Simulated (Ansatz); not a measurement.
# Ru11 slab: relaxing the atoms

Aim: for Ru11 slab, 3 runs in a chain (relaxing the atoms).

Method: DFT RPBE, scalar-relativistic, plane waves, PAW, in Ansatz 0.2.0.

### 1 Starting point

The structure is hexagonal, space group P-6m2 (No. 187). Conventional cell: a = 2.706 Å, b = 2.706 Å, c = 38.810 Å, α = 90.00°, β = 90.00°, γ = 120.00°. Ru (site symmetry 3m) is surrounded by 9 Ru at 2.65 to 2.71 Å. Ru (site symmetry 3m) has 12 Ru at 2.65 to 2.71 Å as nearest neighbours. Ru (site symmetry -6m2) has 12 Ru at 2.65 to 2.71 Å as nearest neighbours.

Coordinates:

```cif
data_structure
_symmetry_space_group_name_H-M 'P-6m2'
_symmetry_Int_Tables_number 187
_cell_length_a 2.7060
_cell_length_b 2.7060
_cell_length_c 38.8100
_cell_angle_alpha 90.000
_cell_angle_beta 90.000
_cell_angle_gamma 120.000
_cell_volume 246.11
loop_
_atom_site_label
_atom_site_type_symbol
_atom_site_symmetry_multiplicity
_atom_site_Wyckoff_symbol
_atom_site_fract_x
_atom_site_fract_y
_atom_site_fract_z
_atom_site_occupancy
Ru1 Ru 2 g 0.00000 0.00000 0.22417 1
Ru2 Ru 2 i 0.66667 0.33333 0.27934 1
Ru3 Ru 2 g 0.00000 0.00000 0.33450 1
Ru4 Ru 2 i 0.66667 0.33333 0.38967 1
Ru5 Ru 2 g 0.00000 0.00000 0.44483 1
Ru6 Ru 1 f 0.66667 0.33333 0.50000 1
```

### 2 Relaxing the atoms: Ru11 slab, no spin

File input.yaml:

```yaml
crystal:
  lattice:
    - [2.706, 0.0, 0.0]
    - [1.353, 2.3434647426, 0.0]
    - [0.0, 0.0, 38.81]
  atoms:
    - { symbol: Ru, position: [0.0, 0.0, 0.2241690286] }
    - { symbol: Ru, position: [0.3333333333, 0.3333333333, 0.2793352229] }
    - { symbol: Ru, position: [0.0, 0.0, 0.3345014172] }
    - { symbol: Ru, position: [0.3333333333, 0.3333333333, 0.3896676114] }
    - { symbol: Ru, position: [0.0, 0.0, 0.4448338057] }
    - { symbol: Ru, position: [0.3333333333, 0.3333333333, 0.5] }
    - { symbol: Ru, position: [0.0, 0.0, 0.5551661943] }
    - { symbol: Ru, position: [0.3333333333, 0.3333333333, 0.6103323886] }
    - { symbol: Ru, position: [0.0, 0.0, 0.6654985828] }
    - { symbol: Ru, position: [0.3333333333, 0.3333333333, 0.7206647771] }
    - { symbol: Ru, position: [0.0, 0.0, 0.7758309714] }
scf:
  occupations: { method: gaussian, width: 0.1 }
output:
  forces: true
  stress: false
  write_density: true
  write_potential: true
  elf: true
  volumetric_format: npy
hamiltonian:
  xc: rpbe
efield:
  axis: 3
  dipole_correction: true
kpoints:
  mp_grid: { grid: [16, 16, 1] }
relax:
  f_tol: 0.003
```

Run with:

```sh
ansatz run input.yaml --threads 4 --pin off --max-ram 8192MiB --backend cpu --events-out ev --progress --plain --runs-dir out
```

The program printed:

```text
Warning: RAYON_NUM_THREADS=4 ignored (pool sized by the plan → 4); use --threads N
Engine: ansatz 0.2.0, aarch64-unknown-linux-gnu
Pseudopotentials: kind: paw
Pseudopotential: Ru, paw, valence charge 16, recommended cutoff 420 eV (normal), Ru.paw.azcp
Functional definition: RPBE
  parameter kappa = 0.804
  parameter beta = 0.06672455060314922
  exchange = rpbe_x(kappa = kappa, mu = beta*pi^2/3)
  correlation = pbe_c(beta = beta)
Crystal: 11 atoms, lattice volume = 246.110 Å³
Basis set: ecut = 420 eV, 4863 PW (Γ), exchange–correlation on 40×40×540 points (8 copies of the dense FFT grid, shifted against one another)
Bands: 106, of which v1, the nominal top of the filled ones, is band 88 counted from 1 (87 counted from 0)
Symmetry: 6 space group operations
k-points: 30 of 256 (time reversal used)
Non-local potential: Ru, projectors of the file, l = 0: 3, l = 1: 2, l = 2: 2, l = 3: 1
PAW form: soft (Blöchl's): semilocal exchange-correlation on the pseudo side does not see the compensation charge
PAW frozen core: Ru, regenerated for the run's functional, and the local potential with it (the file was generated under x = pbe(κ = 0.804, μ = 0.2195149727645171), c = pbe(β = 0.06672455060314922))
PAW one-centre angular grid: Ru, 590 points (default); XC on 64 Gauss nodes
Initial density: superposition of atomic densities (neutral atoms: chi_scale 0, normalization atom), corrected by the library's trained network
Initial wavefunctions: pseudopotential atomic-orbital guess
Functional: x = rpbe, c = pbe(β = 0.06672455060314922)
SCF iter   1: F=—  HF=-64743.866249 eV  |F-HF|=—  |Δ(HF+E_count)|=         —  Δρ=1.43e-2  dr2=1.67e1  ethr=1.77e-3  p=0.000 e·Å  D=1.51e-13 V/Å  ΔV_dip=-0.00 eV  dr2_dipole=9.13e-6  V_vac-E_F(+/−)=4.51/4.51 eV  ⟨swp⟩=7.5  Hψ=12754  notcnv=0  defer=7
efield: sawtooth ramp at fractional position 0.9500 (placed from the atoms, in the widest stretch of the axis that holds none; the zero of the levels goes with the place), width 0.1000; the density the first Hamiltonian is built on has a dipole p = 0.000 e·Å; the dipole correction subtracts the counter field D = 1.51e-13 V/Å, which shifts the + side's vacuum level by -0.00 eV against the − side's; the planar-averaged density in the ramp window peaks in size at 3.0e-5 e/Å³
preconditioner: auto → LDOS  [metal: Δε(μ)=0.011 eV  Ē_g=4.827 eV  σ=0.100 eV  W_gap=0.06  n_scr=30 (ndim 8)  ℏωp=22.2 eV  f_vac=0.366  D(μ)=8.42/eV (n_scr^D=30)  β→1.0]
SCF iter   2: F=—  HF=-64743.804918 eV  |F-HF|=—  |Δ(HF+E_count)|=   6.13e-2  Δρ=6.78e-3  dr2=1.92e0  ethr=1.77e-3  p=0.000 e·Å  D=1.06e-5 V/Å  ΔV_dip=-0.00 eV  dr2_dipole=7.91e-6  V_vac-E_F(+/−)=4.78/4.78 eV  ⟨swp⟩=1.1  Hψ=3668  notcnv=0  defer=22
SCF iter   3: F=—  HF=-64743.789783 eV  |F-HF|=—  |Δ(HF+E_count)|=   1.51e-2  Δρ=1.03e-3  dr2=1.19e-2  ethr=1.09e-3  p=0.000 e·Å  D=4.84e-7 V/Å  ΔV_dip=-0.00 eV  dr2_dipole=7.47e-7  V_vac-E_F(+/−)=4.83/4.83 eV  ⟨swp⟩=1.1  Hψ=2946  notcnv=0  defer=81
SCF iter   4: F=—  HF=-64743.787162 eV  |F-HF|=—  |Δ(HF+E_count)|=   2.62e-3  Δρ=2.39e-4  dr2=5.85e-4  ethr=6.78e-6  p=-0.000 e·Å  D=-2.90e-6 V/Å  ΔV_dip=0.00 eV  dr2_dipole=1.16e-7  V_vac-E_F(+/−)=4.85/4.85 eV  ⟨swp⟩=2.5  Hψ=4590  notcnv=0  defer=104
SCF iter   5: F=—  HF=-64743.787159 eV  |F-HF|=—  |Δ(HF+E_count)|=   3.07e-6  Δρ=8.80e-5  dr2=5.07e-5  ethr=3.32e-7  p=0.000 e·Å  D=2.38e-8 V/Å  ΔV_dip=-0.00 eV  dr2_dipole=8.85e-8  V_vac-E_F(+/−)=4.86/4.86 eV  ⟨swp⟩=2.1  Hψ=4295  notcnv=0  defer=104
SCF iter   6: F=—  HF=-64743.787343 eV  |F-HF|=—  |Δ(HF+E_count)|=   1.83e-4  Δρ=3.79e-5  dr2=1.45e-5  ethr=2.88e-8  p=0.000 e·Å  D=8.56e-7 V/Å  ΔV_dip=-0.00 eV  dr2_dipole=2.50e-8  V_vac-E_F(+/−)=4.86/4.86 eV  ⟨swp⟩=2.9  Hψ=5689  notcnv=0  defer=36
SCF iter   7: F=—  HF=-64743.787341 eV  |F-HF|=—  |Δ(HF+E_count)|=   1.18e-6  Δρ=1.63e-5  dr2=2.11e-6  ethr=8.26e-9  p=0.000 e·Å  D=7.27e-7 V/Å  ΔV_dip=-0.00 eV  dr2_dipole=7.30e-10  V_vac-E_F(+/−)=4.87/4.87 eV  ⟨swp⟩=2.4  Hψ=4367  notcnv=0  defer=36
SCF iter   8: F=—  HF=-64743.787342 eV  |F-HF|=—  |Δ(HF+E_count)|=   1.98e-7  Δρ=8.58e-6  dr2=2.83e-7  ethr=1.20e-9  p=0.000 e·Å  D=3.79e-7 V/Å  ΔV_dip=-0.00 eV  dr2_dipole=4.95e-10  V_vac-E_F(+/−)=4.87/4.87 eV  ⟨swp⟩=2.8  Hψ=4652  notcnv=0  defer=36
SCF iter   9: F=-64743.787342 eV  HF=-64743.787342 eV  |F-HF|=1.79e-8  |Δ(HF+E_count)|=   5.60e-8  Δρ=2.38e-6  dr2=2.08e-8  ethr=1.28e-10  p=0.000 e·Å  D=1.94e-7 V/Å  ΔV_dip=-0.00 eV  dr2_dipole=2.45e-10  V_vac-E_F(+/−)=4.87/4.87 eV  ⟨swp⟩=11.7  Hψ=24777  notcnv=0
SCF 1 converged in 9 iterations: F = -64743.787342 eV  dr2 = 2.08e-8
relax step   1: F+E_penalty+E_count = -64743.78734173 eV  Δ(F+E_penalty+E_count) = +0.000e0 eV  max|allowed force component| = 6.250e-1 eV/Å  Δτ_max = 0.0000 Å  (9 SCF iters, dr2 threshold 2.25e-7 eV, accepted)
[... 12 lines left out ...]
relax step   2: F+E_penalty+E_count = -64743.82564725 eV  Δ(F+E_penalty+E_count) = -3.831e-2 eV  max|allowed force component| = 2.601e-1 eV/Å  Δτ_max = 0.1740 Å  (6 SCF iters, dr2 threshold 2.44e-5 eV, accepted)
[... 11 lines left out ...]
relax step   3: F+E_penalty+E_count = -64743.84486418 eV  Δ(F+E_penalty+E_count) = -1.922e-2 eV  max|allowed force component| = 1.179e-2 eV/Å  Δτ_max = 0.0647 Å  (6 SCF iters, dr2 threshold 4.23e-6 eV, accepted)
[... 10 lines left out ...]
relax step   4: F+E_penalty+E_count = -64743.84486523 eV  Δ(F+E_penalty+E_count) = -1.050e-6 eV  max|allowed force component| = 1.167e-2 eV/Å  Δτ_max = 0.0000 Å  (6 SCF iters, accepted)
[... 9 lines left out ...]
relax step   5: F+E_penalty+E_count = -64743.84488952 eV  Δ(F+E_penalty+E_count) = -2.428e-5 eV  max|allowed force component| = 1.681e-3 eV/Å  Δτ_max = 0.0016 Å  (6 SCF iters, accepted)
NSCF: frozen V_eff on 30 k-points
the search or the solves at the SCF's close seem to have found levels that the self-consistency loop had missed (the run counts 1). By its estimate they hold under 1e-12 electrons; where the run keeps them, the occupations were computed again with them
WARN: The input density's exchange-correlation potential varies sharply where the density is thin. Do not read a vacuum level from v_tot or v_xc, or from such a field of the output density. On a cell that repeats whose density bears no net charge and no dipole along the vacuum's axis use v_es (v_loc + v_h of the components); under efield.dipole_correction with no amplitude use v_es + v_field, which holds any external_charges[].barrier, or the levels of the report's work_function block, which leave it out; under a non-zero efield.amplitude the vacuum is tilted and has no level; on a cell that repeats and bears such a dipole with no correction it is tilted too, and efield.dipole_correction with no amplitude gives each side of its ramp a level where efield: is served; in a cell that repeats whose density bears a net charge (total_charge, or a fill off its count) it is curved and has none; of a slab under crystal.periodic whose density bears no net charge use v_es, which has a level on each side, short of where the two are joined; of another it falls or rises all the way out and has none; of a slab beside external_charges read slab_vacuum_level instead, which it has where they leave it neutral. The grid or the basis barely resolves most such structure, and the values can differ between equally converged runs; as a rule a tighter scf.convergence.dr2_threshold does not remove it. Where the density itself ripples (under the LDA too) a higher basis.ecutwfc lessens it. The files hold the spikes' plane waves up to the density's cutoff. Files: v_tot and the like, and their columns of v_z.tsv (output.write_potential); v_xc and the like, and their columns of v_comp_z.tsv (output.write_potential_components); where files of the output density stand in their place, no point of their own thin density is over the threshold below, and this is of outcome.potential() and, of a run that writes arrays (npy), the arrays of these names. Measured: with its Gaussian average of σ = 0.25 Å subtracted twice, the exchange-correlation potential is over 0.1 eV at 2 of the grid points where the equally averaged density (valence and model cores) is under 1e-3 e/Å³, and 0.105 eV at the most among them, at an averaged density of 6.0e-8 e/Å³. See output.write_potential in the manual, Limitations
SCF converged after 6 iterations
Free energy (F): -64743.844890 eV
Harris-Foulkes:  -64743.844890 eV  (|F-HF|=6.61e-9)
Internal energy: -64743.797829 eV  (E = F + TS)
E sigma→0 (E₀):  -64743.821359 eV
Entropy (-TS):   -0.047061 eV (-4.278 meV/atom)
Fermi energy:    12.485981 eV
Dipole field:    D = -0.000001 V/Å  (p = -0.000001 e·Å, saw-weighted, corrected)
Work function:   Φ+ = 4.8272 eV   Φ− = 4.8272 eV
Levels:          The Fermi level and band energies are counted from a zero that moves with the ramp; work functions are not
--- Per-component energies (eV) ---
  E_band       = -2518.536733
  E_kinetic    = 5652.155171
  E_local      = -446831.337302  (includes V_loc(G=0)·N_el)
  E_nonlocal   = 3764.809692
  E_hartree    = 219977.136854
  E_xc         = -2095.317724
  E_vxc        = -2627.227630  (∫ρ·V_xc dr)
  E_paw        = -38146.929353  (= ΣΔE_a)
  E_vpaw       = -2431.209055  (= ΣTr[D̂ρ^β])
  E_aug_tail   = -0.001964  (compensation charges beyond the density's cutoff)
  E_efield     = 0.000000  (sawtooth field / dipole correction)
  E_vefield    = 0.000000  (∫n·V_field dr)
  E_ewald      = 192936.788964
  E_core_change = -1.102168  (= ΣΔE_core)
  E_smearing   = -0.047061  (= −TS)
  E_closure    = -0.000000  (closes the sum)
  Σ components = -64743.844890   (vs F -64743.844890, Δ=0.00e0)
--- Forces (eV/Å), atoms counted from 1 ---
  atom   1  Ru     0.00000000     0.00000000     0.00066601
  atom   2  Ru     0.00000000     0.00000000    -0.00168108
  atom   3  Ru     0.00000000    -0.00000000     0.00147687
  atom   4  Ru    -0.00000000     0.00000000     0.00003086
  atom   5  Ru     0.00000000    -0.00000000    -0.00074835
  atom   6  Ru    -0.00000000     0.00000000    -0.00000001
  atom   7  Ru     0.00000000    -0.00000000     0.00074828
  atom   8  Ru     0.00000000     0.00000000    -0.00003086
  atom   9  Ru     0.00000000    -0.00000000    -0.00147684
  atom  10  Ru    -0.00000000     0.00000000     0.00168100
  atom  11  Ru     0.00000000     0.00000000    -0.00066583
  max |Σ_I F_I| component: 3.95e-8 eV/Å
--- Band table (eV; the first three rows and the last of 30) ---
  k-point 0: bands = ["-60.7596", "-60.7596", "-60.6640", "-60.6287", "-60.5962", "-60.5706", "-60.5343", "-60.4969", "-60.4862", "-60.2780", "-60.2780", "-31.1269", "-31.1032", "-31.0278", "-30.8796", "-30.7152", "-30.5475", "-30.3784", "-30.3247", "-30.3247", "-30.3247", "-30.3247", "-30.2296", "-30.2227", "-30.2227", "-30.1927", "-30.1927", "-30.1634", "-30.1634", "-30.1442", "-30.1442", "-30.1344", "-30.1134", "-30.1134", "-30.0813", "-30.0813", "-30.0756", "-30.0736", "-30.0736", "-30.0539", "-29.8525", "-29.8525", "-29.8525", "-29.8525", "4.6296", "4.8512", "5.2011", "5.6781", "6.1551", "6.3782", "6.4007", "6.5090", "6.5265", "6.7393", "6.7618", "9.5869", "9.6182", "9.6500", "9.6500", "9.6579", "9.6579", "9.7255", "9.7255", "9.7480", "9.7480", "9.7646", "9.8241", "9.8448", "9.8448", "9.8474", "9.8474", "9.9402", "10.0242", "10.0242", "10.0544", "10.2091", "10.2091", "10.3625", "10.3625", "10.4020", "10.4710", "10.4710", "10.5315", "10.5315", "11.0663", "11.2744", "11.2744", "11.5237", "11.5237", "11.8419", "11.8419", "11.9128", "12.2402", "12.2402", "12.6460", "12.6460", "12.7676", "13.0076", "13.0076", "13.2999", "13.2999", "13.4012", "13.4970", "13.4970", "13.5884", "13.5884"]
[... 3 lines left out ...]
--- Relaxed structure (5 steps of the walk, 5 accepted, 0 SCFs on fresh bases) ---
  F+E_penalty+E_count = -64743.84488952 eV   max|allowed force component| = 1.681e-3 eV/Å
  atoms:
    - { symbol: Ru, position: [-1.7842264662797705e-17, -1.5139404883308333e-17, 0.22269899227265372] }
    - { symbol: Ru, position: [0.33333333333333337, 0.3333333333333333, 0.2764941583488406] }
    - { symbol: Ru, position: [-1.921123580486528e-17, -1.5139404883308336e-17, 0.33228682234053913] }
    - { symbol: Ru, position: [0.33333333333333337, 0.3333333333333333, 0.3883776003857738] }
    - { symbol: Ru, position: [-1.6234475126161254e-17, -1.5139404883308336e-17, 0.44423821689061893] }
    - { symbol: Ru, position: [0.33333333333333337, 0.3333333333333333, 0.5000000005967096] }
    - { symbol: Ru, position: [-1.4044333538425495e-17, -1.5139404883308336e-17, 0.555761783708755] }
    - { symbol: Ru, position: [0.33333333333333337, 0.3333333333333333, 0.6116224001011584] }
    - { symbol: Ru, position: [-1.1067574319708871e-17, -1.5139404883308336e-17, 0.6677131774647741] }
    - { symbol: Ru, position: [0.33333333333333337, 0.3333333333333333, 0.7235058411014028] }
    - { symbol: Ru, position: [-1.2436546829511622e-17, -1.5139404883308336e-17, 0.7773010067887733] }
```

Wall time 1.8 min (4 threads of Arm Neoverse V1, shared host); peak memory 1.3 GiB.

The steps of the relaxation:

```csv
step,E - E(step 1) (eV/cell),largest force component (eV/Å)
1,0.0000,0.6250
2,-0.0383,0.2601
3,-0.0575,0.0118
4,-0.0575,0.0117
5,-0.0575,0.0017
```

Step 1 is the start.

The cell repeats along c, and a dipole correction in the vacuum removes the field between the copies.

Density in a lattice plane of the grid's cell (edges 2.71 and 38.81 Å, at 1.000 of the third edge), which holds Ru.

Ten even steps from ' ' (0.00 e/Å³) to '@' (9.55 e/Å³):
```
            
            
            
..          
            
            
--..      ..
      ..    
@@**..  ..**
    ..::..  
@@**..  ..**
      ..    
--..      ..
            
            
..          
            
            
            
            
```
Columns run along the first of these edges and rows up along the second, over one cell in 6 and 20 even steps from the bottom left corner. Atoms in the plane (fractional): Ru at (1.00, 0.22), Ru at (1.00, 0.33), Ru at (1.00, 0.44), Ru at (1.00, 0.56), Ru at (1.00, 0.67), Ru at (1.00, 0.78).

ELF in the same plane.

Ten even steps from ' ' (0.00) to '@' (0.66):
```
            
            
            
**==--==--==
======--====
--====--====
%%**--==--**
++==--++--==
**@@++==++@@
==--++##++--
**@@++==++@@
++==--++--==
%%**--==--**
--====--====
======--====
**==--==--==
            
            
            
            
```
Columns run along the first of these edges and rows up along the second, over one cell in 6 and 20 even steps from the bottom left corner. Atoms in the plane (fractional): Ru at (1.00, 0.22), Ru at (1.00, 0.33), Ru at (1.00, 0.44), Ru at (1.00, 0.56), Ru at (1.00, 0.67), Ru at (1.00, 0.78).

Both are smooth fields of the valence electrons: close to the nuclei they are not physical.

### 3 Relaxing the atoms

Changes to input.yaml since step 2:

```diff
@@ -2,4 +2,4 @@
   lattice:
-    - [2.706, 0.0, 0.0]
-    - [1.353, 2.3434647426, 0.0]
+    - [2.67894, 0.0, 0.0]
+    - [1.33947, 2.3200300952, 0.0]
     - [0.0, 0.0, 38.81]
@@ -22,6 +22,2 @@
   stress: false
-  write_density: true
-  write_potential: true
-  elf: true
-  volumetric_format: npy
 hamiltonian:
```

Run with:

```sh
ansatz run input.yaml --threads 4 --pin off --max-ram 8192MiB --backend cpu --events-out ev --progress --plain --runs-dir out
```

The program printed, cut to the lines that bear on the results:

```text
Warning: RAYON_NUM_THREADS=4 ignored (pool sized by the plan → 4); use --threads N
[...]
[... 3 set-up lines as earlier in the session ...]
[...]
Crystal: 11 atoms, lattice volume = 241.213 Å³
Basis set: ecut = 420 eV, 4803 PW (Γ), exchange–correlation on 36×36×540 points (8 copies of the dense FFT grid, shifted against one another)
Bands: 106, of which v1, the nominal top of the filled ones, is band 88 counted from 1 (87 counted from 0)
[... 1 set-up line as earlier in the session ...]
k-points: 30 of 256 (time reversal used)
[...]
SCF iter   1: F=—  HF=-64743.743479 eV  |F-HF|=—  |Δ(HF+E_count)|=         —  Δρ=1.68e-2  dr2=2.51e1  ethr=1.77e-3  p=0.000 e·Å  D=2.17e-13 V/Å  ΔV_dip=-0.00 eV  dr2_dipole=2.21e-7  V_vac-E_F(+/−)=4.47/4.47 eV  ⟨swp⟩=7.6  Hψ=12960  notcnv=0  defer=9
[...]
  atoms:
    - { symbol: Ru, position: [-1.8295974663365627e-17, -1.5139404883308336e-17, 0.22122517798689217] }
    - { symbol: Ru, position: [0.33333333333333337, 0.3333333333333333, 0.2754147960090991] }
    - { symbol: Ru, position: [-1.8433547573962893e-17, -1.5139404883308336e-17, 0.3314292646245001] }
    - { symbol: Ru, position: [0.33333333333333337, 0.3333333333333333, 0.387843249699874] }
    - { symbol: Ru, position: [-1.6065205733116378e-17, -1.5139404883308336e-17, 0.4439703939621882] }
    - { symbol: Ru, position: [0.33333333333333337, 0.3333333333333333, 0.49999999943542445] }
    - { symbol: Ru, position: [-1.4213605883385395e-17, -1.5139404883308336e-17, 0.5560296043125892] }
    - { symbol: Ru, position: [0.33333333333333337, 0.3333333333333333, 0.6121567501309171] }
    - { symbol: Ru, position: [-1.1845262837839698e-17, -1.5139404883308336e-17, 0.6685707347737925] }
    - { symbol: Ru, position: [0.33333333333333337, 0.3333333333333333, 0.7245852060418665] }
    - { symbol: Ru, position: [-1.1982834020539186e-17, -1.5139404883308336e-17, 0.7787748230228564] }
```

Run time: 62 s. Hardware: 4 threads of Arm Neoverse V1, shared host; peak memory 1.1 GiB.

The steps of the relaxation:

| step | E - E(step 1) (eV/cell) | largest force component (eV/Å) |
| --- | --- | --- |
| 1 | 0.0000 | 0.6052 |
| 2 | -0.0699 | 0.1788 |
| 3 | -0.0775 | 0.0097 |
| 4 | -0.0775 | 0.0021 |

Step 1 is the start.

### 4 Relaxing the atoms

Changes to input.yaml since step 3:

```diff
@@ -2,4 +2,4 @@
   lattice:
-    - [2.67894, 0.0, 0.0]
-    - [1.33947, 2.3200300952, 0.0]
+    - [2.73306, 0.0, 0.0]
+    - [1.36653, 2.3668993901, 0.0]
     - [0.0, 0.0, 38.81]
```

Run with:

```sh
ansatz run input.yaml --threads 4 --pin off --max-ram 8192MiB --backend cpu --events-out ev --progress --plain --runs-dir out
```

The program printed, cut to the lines that bear on the results:

```text
Warning: RAYON_NUM_THREADS=4 ignored (pool sized by the plan → 4); use --threads N
[...]
[... 3 set-up lines as earlier in the session ...]
[...]
Crystal: 11 atoms, lattice volume = 251.057 Å³
Basis set: ecut = 420 eV, 4935 PW (Γ), exchange–correlation on 40×40×540 points (8 copies of the dense FFT grid, shifted against one another)
Bands: 106, of which v1, the nominal top of the filled ones, is band 88 counted from 1 (87 counted from 0)
[... 1 set-up line as earlier in the session ...]
k-points: 30 of 256 (time reversal used)
[...]
SCF iter   1: F=—  HF=-64743.854631 eV  |F-HF|=—  |Δ(HF+E_count)|=         —  Δρ=1.20e-2  dr2=9.92e0  ethr=1.77e-3  p=0.000 e·Å  D=3.12e-14 V/Å  ΔV_dip=-0.00 eV  dr2_dipole=4.44e-5  V_vac-E_F(+/−)=4.55/4.55 eV  ⟨swp⟩=7.3  Hψ=12636  notcnv=0  defer=6
[...]
  atoms:
    - { symbol: Ru, position: [-1.5168050301273352e-17, -1.513940488330834e-17, 0.22415329308038695] }
    - { symbol: Ru, position: [0.3333333333333333, 0.33333333333333337, 0.2775627329116032] }
    - { symbol: Ru, position: [-1.7627653260315382e-17, -1.5139404883308336e-17, 0.3331345709844434] }
    - { symbol: Ru, position: [0.3333333333333333, 0.33333333333333337, 0.38891267864792384] }
    - { symbol: Ru, position: [-1.5715531444286115e-17, -1.5139404883308336e-17, 0.444517327483102] }
    - { symbol: Ru, position: [0.3333333333333333, 0.33333333333333337, 0.5000000005828079] }
    - { symbol: Ru, position: [-1.456327681675731e-17, -1.5139404883308336e-17, 0.5554826733439403] }
    - { symbol: Ru, position: [0.3333333333333333, 0.33333333333333337, 0.6110873217792469] }
    - { symbol: Ru, position: [-1.2651157295231667e-17, -1.5139404883308333e-17, 0.6668654285821807] }
    - { symbol: Ru, position: [0.3333333333333333, 0.33333333333333337, 0.7224372665024613] }
    - { symbol: Ru, position: [-1.5110760953926924e-17, -1.513940488330834e-17, 0.7758467061019033] }
```

Wall time 90 s (4 threads of Arm Neoverse V1, shared host); peak memory 1.1 GiB.

The steps of the relaxation:

```csv
step,energy from step 1 (eV/cell),largest force component (eV/Å)
1,0.0000,0.6429
2,-0.0309,0.4217
3,-0.0535,0.0206
4,-0.0535,0.0206
5,-0.0536,0.0032
6,-0.0536,0.0005
```

Step 1 is the start.

### 5 Summary of results

| step | energy above the lowest (eV) | gap on the mesh (eV) | time |
| --- | --- | --- | --- |
| 2 | 0.022 | 0.00 | 1.8 min |
| 3 | 0.173 | n/a | 62 s |
| 4 | 0.000 | n/a | 90 s |

The values hold for the settings typed; their convergence was not tested in this session.
